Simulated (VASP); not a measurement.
# Settings for Cs₂AgBiBr₆: equation of state

Cs₂AgBiBr₆, Fm-3m (no. 225), 10 atoms in the cell. AM05; PAW potentials Bi_d, Cs_sv, Ag, Br (PBE set). VASP 6.6.1.

Wanted: equilibrium volume within 0.2 %; bulk modulus within 1 %.

What the run is for: equation of state; Accuracy asked: standard.

The series start from Plane-wave cutoff (eV): 320; k-point mesh: 4 × 4 × 4; Volumes: 5 from 0.92 to 1.08; Precision mode (PREC): Accurate; Electronic threshold (eV): 1e-6; Aspherical gradient terms in the spheres (LASPH): yes; Start of each volume: each volume from scratch. Each series keeps the choices made before it, and each single choice may use up half of a tolerance. Times cover all steps of a run.

## Plane-wave cutoff (eV)

| Plane-wave cutoff (eV) | Equilibrium volume (Å³/atom) | Bulk modulus (GPa) | Time (s) |
|---|---|---|---|
| 200 | 36.46 | 13.95 | 38 |
| 250 | 36.52 | 24.75 | 49 |
| 290 | 36.5 | 24.41 | 66 |
| 320 | 36.5 | 24.42 | 71 |
| 380 | 36.49 | 24.43 | 95 |
| 440 | 36.49 | 24.41 | 119 |
| 520 | 36.49 | 24.42 | 165 |
| 650 (reference) | 36.49 | 24.41 | 241 |

Chosen: 290, the loosest value from which every tighter one stays within half of the tolerance.

## k-point mesh

| k-point mesh | Equilibrium volume (Å³/atom) | Bulk modulus (GPa) | Time (s) |
|---|---|---|---|
| 1 × 1 × 1 | 41.61 | 19.18 | 22 |
| 2 × 2 × 2 | 36.85 | 24.41 | 30 |
| 3 × 3 × 3 | 36.5 | 24.52 | 39 |
| 4 × 4 × 4 | 36.5 | 24.41 | 66 |
| 5 × 5 × 5 | 36.49 | 24.44 | 124 |
| 6 × 6 × 6 (reference) | 36.49 | 24.51 | 131 |

Chosen: 3 × 3 × 3.

## Volumes

| Volumes | Equilibrium volume (Å³/atom) | Bulk modulus (GPa) | Time (s) |
|---|---|---|---|
| 5 from 0.88 to 1.12 | 36.49 | 24.39 | 38 |
| 5 from 0.92 to 1.08 | 36.5 | 24.52 | 39 |
| 7 from 0.91 to 1.09 (reference) | 36.5 | 24.46 | 54 |

Chosen: 5 from 0.88 to 1.12.

## Precision mode (PREC)

| Precision mode (PREC) | Equilibrium volume (Å³/atom) | Bulk modulus (GPa) | Time (s) |
|---|---|---|---|
| SingleN | 36.17 | 22.77 | 22 |
| Normal | 36.49 | 24.31 | 25 |
| Accurate (reference) | 36.49 | 24.39 | 38 |

Chosen: Normal.

## Electronic threshold (eV)

| Electronic threshold (eV) | Equilibrium volume (Å³/atom) | Bulk modulus (GPa) | Time (s) |
|---|---|---|---|
| 0.001 | 36.49 | 24.31 | 20 |
| 0.0001 | 36.49 | 24.31 | 22 |
| 1e-5 | 36.49 | 24.31 | 25 |
| 1e-6 | 36.49 | 24.31 | 25 |
| 1e-7 (reference) | 36.49 | 24.31 | 30 |

Chosen: 0.001.

## Aspherical gradient terms in the spheres (LASPH)

| Aspherical gradient terms in the spheres (LASPH) | Equilibrium volume (Å³/atom) | Bulk modulus (GPa) | Time (s) |
|---|---|---|---|
| yes | 36.49 | 24.31 | 20 |
| no | 36.49 | 24.32 | 12 |

Chosen: no, the fastest of those that stay within half of the tolerance.

## Start of each volume

| Start of each volume | Equilibrium volume (Å³/atom) | Bulk modulus (GPa) | Time (s) |
|---|---|---|---|
| each volume from scratch | 36.49 | 24.32 | 12 |
| orbitals of the volume before (WAVECAR) | 36.49 | 24.33 | 11 |

Chosen: each volume from scratch; no other choice that stays within half of the tolerance saves 30 % of the time.

## All choices together

| Input | Equilibrium volume (Å³/atom) | Bulk modulus (GPa) | Time (s) |
|---|---|---|---|
| the program's defaults (naive) | 36.85 | 24.68 | 9.0 |
| chosen settings | 36.49 | 24.32 | 12 |
| reference settings throughout | 36.49 | 24.41 | 665 |

The tolerance is met.

## The input

INCAR:
```
SYSTEM = Cs2AgBiBr6
GGA = AM ; ISMEAR = 0
SIGMA = 0.03 ; LWAVE = .FALSE.
LCHARG = .FALSE. ; ISIF = 2
NSW = 0 ; PREC = Normal
LASPH = .FALSE. ; LREAL = .FALSE.
ALGO = Normal ; EDIFF = 0.001
NELM = 120 ; GGA_COMPAT = .FALSE.
ENCUT = 290 ; EFERMI = MIDGAP
KPAR = 2
```

KPOINTS:
```
Automatic mesh
0
Gamma
  3 3 3
  0 0 0
```

POSCAR.step1:
```
Cs2AgBiBr6
1.0
    0.0000000000      5.3818186119      5.3818186119
    5.3818186119      0.0000000000      5.3818186119
    5.3818186119      5.3818186119      0.0000000000
Bi Cs Ag Br
1 2 1 6
Direct
    0.0000000000      0.0000000000      0.0000000000
    0.7500000000      0.7500000000      0.7500000000
    0.2500000000      0.2500000000      0.2500000000
    0.5000000000      0.5000000000      0.5000000000
    0.7494500000      0.7494500000      0.2505500000
    0.2505500000      0.2505500000      0.7494500000
    0.7494500000      0.2505500000      0.2505500000
    0.7494500000      0.2505500000      0.7494500000
    0.2505500000      0.7494500000      0.7494500000
    0.2505500000      0.7494500000      0.2505500000
```

POSCAR.step2:
```
Cs2AgBiBr6
1.0
    0.0000000000      5.5014535452      5.5014535452
    5.5014535452      0.0000000000      5.5014535452
    5.5014535452      5.5014535452      0.0000000000
Bi Cs Ag Br
1 2 1 6
Direct
    0.0000000000      0.0000000000      0.0000000000
    0.7500000000      0.7500000000      0.7500000000
    0.2500000000      0.2500000000      0.2500000000
    0.5000000000      0.5000000000      0.5000000000
    0.7494500000      0.7494500000      0.2505500000
    0.2505500000      0.2505500000      0.7494500000
    0.7494500000      0.2505500000      0.2505500000
    0.7494500000      0.2505500000      0.7494500000
    0.2505500000      0.7494500000      0.7494500000
    0.2505500000      0.7494500000      0.2505500000
```

POSCAR.step3:
```
Cs2AgBiBr6
1.0
    0.0000000000      5.6161000000      5.6161000000
    5.6161000000      0.0000000000      5.6161000000
    5.6161000000      5.6161000000      0.0000000000
Bi Cs Ag Br
1 2 1 6
Direct
    0.0000000000      0.0000000000      0.0000000000
    0.7500000000      0.7500000000      0.7500000000
    0.2500000000      0.2500000000      0.2500000000
    0.5000000000      0.5000000000      0.5000000000
    0.7494500000      0.7494500000      0.2505500000
    0.2505500000      0.2505500000      0.7494500000
    0.7494500000      0.2505500000      0.2505500000
    0.7494500000      0.2505500000      0.7494500000
    0.2505500000      0.7494500000      0.7494500000
    0.2505500000      0.7494500000      0.2505500000
```

POSCAR.step4:
```
Cs2AgBiBr6
1.0
    0.0000000000      5.7262475720      5.7262475720
    5.7262475720      0.0000000000      5.7262475720
    5.7262475720      5.7262475720      0.0000000000
Bi Cs Ag Br
1 2 1 6
Direct
    0.0000000000      0.0000000000      0.0000000000
    0.7500000000      0.7500000000      0.7500000000
    0.2500000000      0.2500000000      0.2500000000
    0.5000000000      0.5000000000      0.5000000000
    0.7494500000      0.7494500000      0.2505500000
    0.2505500000      0.2505500000      0.7494500000
    0.7494500000      0.2505500000      0.2505500000
    0.7494500000      0.2505500000      0.7494500000
    0.2505500000      0.7494500000      0.7494500000
    0.2505500000      0.7494500000      0.2505500000
```

POSCAR.step5:
```
Cs2AgBiBr6
1.0
    0.0000000000      5.8323132251      5.8323132251
    5.8323132251      0.0000000000      5.8323132251
    5.8323132251      5.8323132251      0.0000000000
Bi Cs Ag Br
1 2 1 6
Direct
    0.0000000000      0.0000000000      0.0000000000
    0.7500000000      0.7500000000      0.7500000000
    0.2500000000      0.2500000000      0.2500000000
    0.5000000000      0.5000000000      0.5000000000
    0.7494500000      0.7494500000      0.2505500000
    0.2505500000      0.2505500000      0.7494500000
    0.7494500000      0.2505500000      0.2505500000
    0.7494500000      0.2505500000      0.7494500000
    0.2505500000      0.7494500000      0.7494500000
    0.2505500000      0.7494500000      0.2505500000
```

Commands (each step's output is kept before the next begins):
```
cat potpaw_PBE.64/Bi_d/POTCAR potpaw_PBE.64/Cs_sv/POTCAR potpaw_PBE.64/Ag/POTCAR potpaw_PBE.64/Br/POTCAR > POTCAR
cp POSCAR.step1 POSCAR
mpirun -np 8 vasp_std > vasp.out
cp POSCAR.step2 POSCAR
mpirun -np 8 vasp_std > vasp.out
cp POSCAR.step3 POSCAR
mpirun -np 8 vasp_std > vasp.out
cp POSCAR.step4 POSCAR
mpirun -np 8 vasp_std > vasp.out
cp POSCAR.step5 POSCAR
mpirun -np 8 vasp_std > vasp.out
```

Limits: Every volume keeps the cell's shape and the atoms' fractional positions, so the modulus is that of a clamped cell, stiffer than the relaxed one, above all in layered crystals.

The chosen input took VASP 6.6.1 12 s on 8 cores (Intel Xeon 6975P-C (Granite Rapids)), a shared host.

## An input that fails: cutoff far too low

What the run shows: EDDAV: Call to ZHEGV failed. Returncode = 13 2 16.

Changes against the starting input:
```
(all steps)
- PREC = Accurate
- NELM = 120
- ENCUT = 320
+ PREC = Low
+ NELM = 76
+ ENCUT = 150
```
